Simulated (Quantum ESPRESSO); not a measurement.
# MgB2 (P6/mmm) in Quantum ESPRESSO: notebook

One crystal, MgB2, is run at these levels: PBE; tasks: phonons.

All numbers are computed with Quantum ESPRESSO 7.5; they aren't measurements. Logs are shortened: lines on timing, memory, paths and dates and some standing lists are left out, and cuts for length are marked.

## 1. The crystal as given

It takes space group P6/mmm (No. 191, hexagonal). Conventional cell: a = 3.085 Å, b = 3.085 Å, c = 3.523 Å, α = 90.00°, β = 90.00°, γ = 120.00°. Mg (site symmetry 6/mmm) has 12 B at 2.51 Å as nearest neighbours. B (site symmetry -6m2) has 3 B at 1.78 Å as nearest neighbours.

## 2. Phonons, PBE, target pressure 8 GPa, at which the enthalpy is minimised

pw.in

```
&CONTROL
  calculation = 'scf'
  prefix = 'pwscf'
  outdir = './tmp'
  pseudo_dir = './pseudo'
  tprnfor = .true.
  tstress = .true.
  disk_io = 'low'
/
&SYSTEM
  ibrav = 0
  celldm(1) = 8
  nat = 3
  ntyp = 2
  ecutwfc = 45
  ecutrho = 360
  nbnd = 14
  occupations = 'smearing'
  smearing = 'mv'
  degauss = 0.01469973
/
&ELECTRONS
  conv_thr = 6d-10
  electron_maxstep = 120
  mixing_beta = 0.5
/
ATOMIC_SPECIES
Mg    24.3050 mg_pbe_v1.4.uspp.F.UPF
B     10.8100 b_pbe_v1.4.uspp.F.UPF
CELL_PARAMETERS alat
  0.7287256368088   0.0000000000000   0.0000000000000
 -0.3643628184044   0.6310949138713   0.0000000000000
  0.0000000000000   0.0000000000000   0.8321881421321
ATOMIC_POSITIONS crystal
Mg     0.0000000000    0.0000000000    0.0000000000
B      0.6666666667    0.3333333333    0.5000000000
B      0.3333333333    0.6666666667    0.5000000000
K_POINTS automatic
10 10 8 0 0 0
```

relax.in

```
&CONTROL
  calculation = 'vc-relax'
  prefix = 'pwscf'
  outdir = './tmp'
  pseudo_dir = './pseudo'
  tprnfor = .true.
  tstress = .true.
  disk_io = 'low'
  nstep = 40
  forc_conv_thr = 0.0001
  etot_conv_thr = 1d-06
/
&SYSTEM
  ibrav = 0
  celldm(1) = 8
  nat = 3
  ntyp = 2
  ecutwfc = 45
  ecutrho = 360
  nbnd = 14
  occupations = 'smearing'
  smearing = 'mv'
  degauss = 0.01469973
/
&ELECTRONS
  conv_thr = 6d-10
  electron_maxstep = 120
  mixing_beta = 0.5
/
&IONS
  ion_dynamics = 'bfgs'
/
&CELL
  cell_dynamics = 'bfgs'
  press = 80
  press_conv_thr = 0.2
/
ATOMIC_SPECIES
Mg    24.3050 mg_pbe_v1.4.uspp.F.UPF
B     10.8100 b_pbe_v1.4.uspp.F.UPF
CELL_PARAMETERS alat
  0.7287256368122   0.0000000000000   0.0000000000000
 -0.3643628184061   0.6310949138684   0.0000000000000
  0.0000000000000   0.0000000000000   0.8321881421321
ATOMIC_POSITIONS crystal
Mg     0.0000000000    0.0000000000    0.0000000000
B      0.6666666667    0.3333333333    0.5000000000
B      0.3333333333    0.6666666667    0.5000000000
K_POINTS automatic
10 10 8 0 0 0
```

scf2.in

```
&CONTROL
  calculation = 'scf'
  prefix = 'pwscf'
  outdir = './tmp'
  pseudo_dir = './pseudo'
  tprnfor = .true.
  tstress = .true.
  disk_io = 'low'
/
&SYSTEM
  ibrav = 0
  celldm(1) = 8
  nat = 3
  ntyp = 2
  ecutwfc = 45
  ecutrho = 360
  nbnd = 14
  occupations = 'smearing'
  smearing = 'mv'
  degauss = 0.01469973
/
&ELECTRONS
  conv_thr = 1d-13
  electron_maxstep = 120
  mixing_beta = 0.5
  startingpot = 'file'
  startingwfc = 'file'
/
ATOMIC_SPECIES
Mg    24.3050 mg_pbe_v1.4.uspp.F.UPF
B     10.8100 b_pbe_v1.4.uspp.F.UPF
CELL_PARAMETERS alat
  0.7176917100491  -0.0000000000068   0.0000000000000
 -0.3588458550187   0.6215392529914   0.0000000000000
  0.0000000000000   0.0000000000000   0.8085356968508
ATOMIC_POSITIONS crystal
Mg     0.0000000000    0.0000000000    0.0000000000
B      0.6666666667    0.3333333333    0.5000000000
B      0.3333333333    0.6666666667    0.5000000000
K_POINTS automatic
10 10 8 0 0 0
```

ph.in

```
phonons of MgB2
&INPUTPH
  prefix = 'pwscf'
  outdir = './tmp'
  tr2_ph = 1d-18
  fildyn = 'dyn'
  niter_ph = 90
  alpha_mix(1) = 0.4
/
0.0000000000 0.0000000000 0.0000000000
```

dynmat.in

```
&INPUT
  fildyn = 'dyn'
  asr = 'crystal'
  filout = 'dynmat.disp'
  fileig = 'dynmat.eig'
/
```

Potentials or basis: GBRV 1.5 PBE.

Launch:

```bash
$ OMP_NUM_THREADS=1 mpirun -n 4 pw.x -nk 4 -in pw.in > pw.out
$ OMP_NUM_THREADS=1 mpirun -n 4 pw.x -nk 4 -in relax.in > relax.out
$ OMP_NUM_THREADS=1 mpirun -n 4 pw.x -nk 4 -in scf2.in > scf2.out
$ OMP_NUM_THREADS=1 mpirun -n 4 ph.x -nk 4 -in ph.in > ph.out
$ OMP_NUM_THREADS=1 mpirun -n 1 dynmat.x -in dynmat.in > dynmat.out
```

pw.out:

```text
This program is part of the open-source Quantum ESPRESSO suite
     for quantum simulation of materials; please cite
[... 6 lines left out ...]
     using ibrav=0 with symmetry is DISCOURAGED, use correct ibrav instead

     K-points division:     npool     =       4
     Subspace diagonalization in iterative solution of the eigenvalue problem:
     a serial algorithm will be used

     G-vector sticks info
     --------------------
     sticks:   dense  smooth     PW     G-vecs:    dense   smooth      PW
     Sum         847     421    127                22655     7997    1389

     Using Slab Decomposition

     bravais-lattice index     =            0
     lattice parameter (alat)  =       8.0000  a.u.
     unit-cell volume          =     195.9522 (a.u.)^3
     number of atoms/cell      =            3
     number of atomic types    =            2
     number of electrons       =        16.00
     number of Kohn-Sham states=           14
     kinetic-energy cutoff     =      45.0000  Ry
     charge density cutoff     =     360.0000  Ry
     scf convergence threshold =      6.0E-10
     mixing beta               =       0.5000
     number of iterations used =            8  plain     mixing
     Exchange-correlation=  SLA  PW   PBX  PBC
                           (   1   4   3   4   0   0   0)

     celldm(1)=   8.000000  celldm(2)=   0.000000  celldm(3)=   0.000000
     celldm(4)=   0.000000  celldm(5)=   0.000000  celldm(6)=   0.000000

     crystal axes: (cart. coord. in units of alat)
               a(1) = (   0.728726   0.000000   0.000000 )
               a(2) = (  -0.364363   0.631095   0.000000 )
               a(3) = (   0.000000   0.000000   0.832188 )

     reciprocal axes: (cart. coord. in units 2 pi/alat)
               b(1) = (  1.372259  0.792274 -0.000000 )
               b(2) = (  0.000000  1.584548  0.000000 )
               b(3) = (  0.000000 -0.000000  1.201651 )

     PseudoPot. # 1 for Mg read from file:
     mg_pbe_v1.4.uspp.F.UPF
     Pseudo is Ultrasoft, Zval = 10.0
     Generated by new atomic code, or converted to UPF format
     Using radial grid of  821 points,  7 beta functions with:
                l(1) =   0
                l(2) =   0
                l(3) =   0
                l(4) =   1
                l(5) =   1
                l(6) =   2
                l(7) =   2
     Q(r) pseudized with  8 coefficients,  rinner =    1.200   1.200   1.200
                                                       1.200   1.200

     PseudoPot. # 2 for B  read from file:
     b_pbe_v1.4.uspp.F.UPF
     Pseudo is Ultrasoft + core correction, Zval =  3.0
     Generated by new atomic code, or converted to UPF format
     Using radial grid of  781 points,  4 beta functions with:
                l(1) =   0
                l(2) =   0
                l(3) =   1
                l(4) =   1
     Q(r) pseudized with  8 coefficients,  rinner =    1.100   1.100   1.100

     atomic species   valence    mass     pseudopotential
     Mg               10.00    24.30500     Mg( 1.00)
     B                 3.00    10.81000     B ( 1.00)

     24 Sym. Ops., with inversion, found

   Cartesian axes

     site n.     atom                  positions (alat units)
         1        Mg     tau(   1) = (   0.0000000   0.0000000   0.0000000  )
         2        B      tau(   2) = (   0.3643628   0.2103650   0.4160941  )
         3        B      tau(   3) = (  -0.0000000   0.4207299   0.4160941  )

     number of k points=    70  Marzari-Vanderbilt smearing, width (Ry)=  0.0147
                       cart. coord. in units 2pi/alat
        k(    1) = (   0.0000000   0.0000000   0.0000000), wk =   0.0025000
        k(    2) = (   0.0000000   0.0000000   0.1502064), wk =   0.0050000
        k(    3) = (   0.0000000   0.0000000   0.3004128), wk =   0.0050000
        k(    4) = (   0.0000000   0.0000000   0.4506193), wk =   0.0050000
        k(    5) = (   0.0000000   0.0000000  -0.6008257), wk =   0.0025000
        k(    6) = (   0.0000000   0.1584548   0.0000000), wk =   0.0150000
[... 62 lines left out ...]
        k(   69) = (   0.4116776   0.7130465   0.4506193), wk =   0.0300000
        k(   70) = (   0.4116776   0.7130465  -0.6008257), wk =   0.0150000

     Dense  grid:    22655 G-vectors     FFT dimensions: (  36,  36,  45)

     Smooth grid:     7997 G-vectors     FFT dimensions: (  25,  25,  30)

     Initial potential from superposition of free atoms

     starting charge      15.6992, renormalised to      16.0000
     Starting wfcs are   13 randomized atomic wfcs +    1 random wfcs

     Self-consistent Calculation

     iteration #  1     ecut=    45.00 Ry     beta= 0.50
     Davidson diagonalization with overlap
     ethr =  1.00E-02,  avg # of iterations =  5.6

     total energy              =    -138.06404286 Ry
     estimated scf accuracy    <       0.42599747 Ry

     iteration #  2     ecut=    45.00 Ry     beta= 0.50
     Davidson diagonalization with overlap
     ethr =  2.66E-03,  avg # of iterations =  2.4

     total energy              =    -138.13850839 Ry
     estimated scf accuracy    <       0.00699445 Ry

     iteration #  3     ecut=    45.00 Ry     beta= 0.50
     Davidson diagonalization with overlap
     ethr =  4.37E-05,  avg # of iterations =  4.9

     total energy              =    -138.13892701 Ry
     estimated scf accuracy    <       0.00143022 Ry

     iteration #  4     ecut=    45.00 Ry     beta= 0.50
     Davidson diagonalization with overlap
     ethr =  8.94E-06,  avg # of iterations =  1.5

     total energy              =    -138.13899127 Ry
     estimated scf accuracy    <       0.00003347 Ry

     iteration #  5     ecut=    45.00 Ry     beta= 0.50
     Davidson diagonalization with overlap
     ethr =  2.09E-07,  avg # of iterations =  2.6
[... 8 lines left out ...]
     total energy              =    -138.13899960 Ry
     estimated scf accuracy    <       0.00000143 Ry

     iteration #  7     ecut=    45.00 Ry     beta= 0.50
     Davidson diagonalization with overlap
     ethr =  8.92E-09,  avg # of iterations =  2.0

     total energy              =    -138.13900000 Ry
     estimated scf accuracy    <       0.00000012 Ry

     iteration #  8     ecut=    45.00 Ry     beta= 0.50
     Davidson diagonalization with overlap
     ethr =  7.31E-10,  avg # of iterations =  1.3

     total energy              =    -138.13900001 Ry
     estimated scf accuracy    <          8.0E-09 Ry

     iteration #  9     ecut=    45.00 Ry     beta= 0.50
     Davidson diagonalization with overlap
     ethr =  4.97E-11,  avg # of iterations =  2.0

     End of self-consistent calculation

          k = 0.0000 0.0000 0.0000 (   999 PWs)   bands (ev):

   -66.1801 -32.9504 -32.9504 -32.9368  -3.3761   6.1013   9.3789   9.3789
    10.6783  15.3257  15.3257  17.1053  18.9675  21.6874

          k = 0.0000 0.0000 0.1502 (  1016 PWs)   bands (ev):

   -66.1801 -32.9503 -32.9503 -32.9379  -3.2416   5.1333   9.4299   9.4299
    11.9621  15.3703  15.3703  17.0859  18.9526  21.8167

          k = 0.0000 0.0000 0.3004 (   998 PWs)   bands (ev):

   -66.1800 -32.9501 -32.9501 -32.9404  -2.8648   3.5168   9.5580   9.5580
    14.5158  15.4836  15.4836  17.0385  18.9189  22.1722

          k = 0.0000 0.0000 0.4506 (   998 PWs)   bands (ev):

   -66.1799 -32.9499 -32.9499 -32.9430  -2.3653   2.1745   9.6939   9.6939
    15.6058  15.6058  16.9908  17.3233  18.8880  21.4188

          k = 0.0000 0.0000-0.6008 (   998 PWs)   bands (ev):

   -66.1798 -32.9498 -32.9498 -32.9441  -2.0883   1.6073   9.7527   9.7527
    15.6595  15.6595  16.9709  18.8759  18.9961  21.0397

          k = 0.0000 0.1585 0.0000 (   997 PWs)   bands (ev):

   -66.1798 -32.9541 -32.9513 -32.9362  -3.2020   6.2701   8.5273   8.9861
    10.8349  15.1824  16.0686  17.4937  18.3578  22.5346
[... 76 lines left out ...]
          k = 0.0000 0.6338 0.1502 (   991 PWs)   bands (ev):

   -66.1770 -32.9855 -32.9589 -32.9325  -0.5487   2.7525   7.0540   7.7320
    11.8812  13.5084  14.8514  17.8787  20.9839  21.3233

          k = 0.0000 0.6338 0.3004 (   996 PWs)   bands (ev):

   -66.1770 -32.9852 -32.9586 -32.9349  -0.2295   3.0138   6.2662   7.1555
    10.4605  14.0551  17.0341  19.1582  19.4426  21.0244

          k = 0.0000 0.6338 0.4506 (  1011 PWs)   bands (ev):

   -66.1769 -32.9850 -32.9584 -32.9374   0.1749   3.3269   5.0653   7.2625
     9.3591  14.5577  18.3484  18.4377  19.9232  22.5845

          k = 0.0000 0.6338-0.6008 (   998 PWs)   bands (ev):

   -66.1768 -32.9848 -32.9583 -32.9383   0.3850   3.4808   4.5758   7.3085
     8.9363  14.8189  18.0124  18.0889  21.5350  23.1969

          k = 0.0000-0.7923 0.0000 (  1000 PWs)   bands (ev):

   -66.1768 -32.9894 -32.9599 -32.9310   0.5107   1.2072   6.8513   9.2445
    12.1053  12.9012  14.3455  16.1152  21.6137  22.6643

          k = 0.0000-0.7923 0.1502 (   998 PWs)   bands (ev):

   -66.1767 -32.9893 -32.9598 -32.9320   0.6170   1.3159   6.8913   8.4604
    10.9198  13.4244  15.4431  17.1020  20.8548  21.1353

          k = 0.0000-0.7923 0.3004 (  1008 PWs)   bands (ev):

   -66.1766 -32.9889 -32.9596 -32.9344   0.9099   1.6070   6.9913   7.0784
     9.3620  13.9334  17.7529  18.5566  19.2832  20.7654

          k = 0.0000-0.7923 0.4506 (  1006 PWs)   bands (ev):

   -66.1766 -32.9886 -32.9593 -32.9368   1.2821   1.9547   5.9379   7.0966
     8.1849  14.4518  18.1950  18.2762  20.3622  22.5310

          k = 0.0000-0.7923-0.6008 (  1000 PWs)   bands (ev):

   -66.1765 -32.9885 -32.9592 -32.9377   1.4759   2.1232   5.4764   7.1420
     7.7325  14.7286  17.7877  17.9278  22.0642  24.5633

          k = 0.1372 0.2377 0.0000 (  1003 PWs)   bands (ev):

   -66.1792 -32.9606 -32.9532 -32.9353  -2.8556   6.6053   7.4020   8.1414
    11.1792  15.4385  16.3131  17.3054  18.5352  23.4791

          k = 0.1372 0.2377 0.1502 (   994 PWs)   bands (ev):

   -66.1792 -32.9605 -32.9531 -32.9363  -2.7248   5.6526   7.4704   8.2009
    12.4189  15.5351  16.0255  16.9770  19.0493  21.7801

          k = 0.1372 0.2377 0.3004 (   996 PWs)   bands (ev):

   -66.1791 -32.9603 -32.9529 -32.9388  -2.3597   4.0630   7.6474   8.3317
    14.7678  15.1719  15.9054  16.9479  19.6991  20.1833

          k = 0.1372 0.2377 0.4506 (   993 PWs)   bands (ev):

   -66.1790 -32.9600 -32.9527 -32.9413  -1.8806   2.7497   7.8457   8.4675
    14.4151  15.8052  17.0742  17.8141  19.1664  20.1194

          k = 0.1372 0.2377-0.6008 (   992 PWs)   bands (ev):

   -66.1790 -32.9599 -32.9526 -32.9424  -1.6190   2.2007   7.9357   8.5262
    14.1232  15.9655  17.1405  18.5661  19.6199  20.2661

          k = 0.1372 0.3961 0.0000 (  1004 PWs)   bands (ev):
[... 154 lines left out ...]
          k = 0.4117 0.7130 0.1502 (   985 PWs)   bands (ev):

   -66.1764 -32.9808 -32.9734 -32.9314   1.1486   2.4259   3.5808   9.3208
    10.6529  15.8048  16.1281  16.5948  19.1804  21.0229

          k = 0.4117 0.7130 0.3004 (  1006 PWs)   bands (ev):

   -66.1763 -32.9805 -32.9731 -32.9338   1.4354   2.6926   3.8004   7.9076
     9.2478  14.3956  18.0120  18.5062  19.7489  21.4729

          k = 0.4117 0.7130 0.4506 (  1006 PWs)   bands (ev):

   -66.1762 -32.9802 -32.9729 -32.9361   1.7926   3.0209   4.0465   6.7665
     8.1395  13.2249  19.5359  19.8855  20.9104  22.4507

          k = 0.4117 0.7130-0.6008 (  1006 PWs)   bands (ev):

   -66.1762 -32.9801 -32.9728 -32.9371   1.9740   3.1852   4.1592   6.3110
     7.7056  12.8010  19.7690  20.2745  22.4120  22.5770

     the Fermi energy is     9.0717 ev

!    total energy              =    -138.13900001 Ry
     estimated scf accuracy    <          1.6E-11 Ry
     smearing contrib. (-TS)   =      -0.00023982 Ry
     internal energy E=F+TS    =    -138.13876020 Ry

     The total energy is F=E-TS. E is the sum of the following terms:
     one-electron contribution =     -88.75027283 Ry
     hartree contribution      =      47.41055199 Ry
     xc contribution           =     -22.94311535 Ry
     ewald contribution        =     -73.85592402 Ry

     convergence has been achieved in   9 iterations

     Forces acting on atoms (cartesian axes, Ry/au):

     atom    1 type  1   force =     0.00000000    0.00000000    0.00000000
     atom    2 type  2   force =     0.00000000    0.00000000    0.00000000
     atom    3 type  2   force =     0.00000000   -0.00000000    0.00000000

     Total force =     0.000000     Total SCF correction =     0.000000

     Computing stress (Cartesian axis) and pressure

          total   stress  (Ry/bohr**3)                   (kbar)     P=      -11.44
  -0.00007787   0.00000000  -0.00000000          -11.45        0.00       -0.00
   0.00000000  -0.00007787   0.00000000            0.00      -11.45        0.00
   0.00000000  -0.00000000  -0.00007760            0.00       -0.00      -11.42

=------------------------------------------------------------------------------=
   JOB DONE.
=------------------------------------------------------------------------------=
```

Run time: 95 s. Hardware: 4 MPI ranks of Arm Neoverse V1, shared host; peak memory 0.32 GiB.

What came out:

```yaml
Free_energy: -1879.4421 eV
Relaxed_volume: 9.12 Å³/atom
Relaxed_cell: a = 3.038 Å, b = 3.038 Å, c = 3.423 Å, α = 90.00°, β = 90.00°, γ = 120.00°
Space_group_after_relaxing_to_0.05_Å: P6/mmm (No. 191)
Pressure_after_relaxing: 8.0 GPa
Band_gap_on_the_k_mesh: none (metal or under the smearing width)
Highest_phonon_frequency_at_Γ: 719 cm⁻¹
```

The path:
```
step  energy change (eV)  largest force (eV/Å)  pressure (GPa)  volume (Å³)
   1              0.0000                0.0000           -1.14        29.04
   2              0.0207                0.0000            6.38        27.70
   3              0.0331                0.0000            8.15        27.39
   4              0.0351                0.0000            8.28        27.34
   5              0.0340                0.0000            8.05        27.36
   6              0.0336                0.0000            8.00        27.36
```

Final structure:
```xyz
3
Lattice="3.0383 0.0000 0.0000 -1.5191 2.6312 0.0000 0.0000 0.0000 3.4229" Properties=species:S:1:pos:R:3 pbc="T T T"
Mg    0.0000    0.0000    0.0000
B     1.5191    0.8771    1.7114
B     0.0000    1.7542    1.7114
```

Phonon frequencies in cm⁻¹ (negative: imaginary):
```
              q point                        frequencies
(0.000, 0.000, 0.000)  -20 15 15 367 367 441 495 495 719
```

Optical modes at Γ, degenerate ones joined:
| cm⁻¹ | components | symmetry | active in |
| --- | --- | --- | --- |
| 367 | 2 | E1u | IR |
| 441 | 1 | A2u | IR |
| 495 | 2 | E2g | Raman |
| 719 | 1 | B1g | silent |

Caveat: the mesh is thin for the phonons of a metal; the cell is more than 3 GPa from zero pressure, which shifts response properties.

(Part 1 of 2 ends here.)
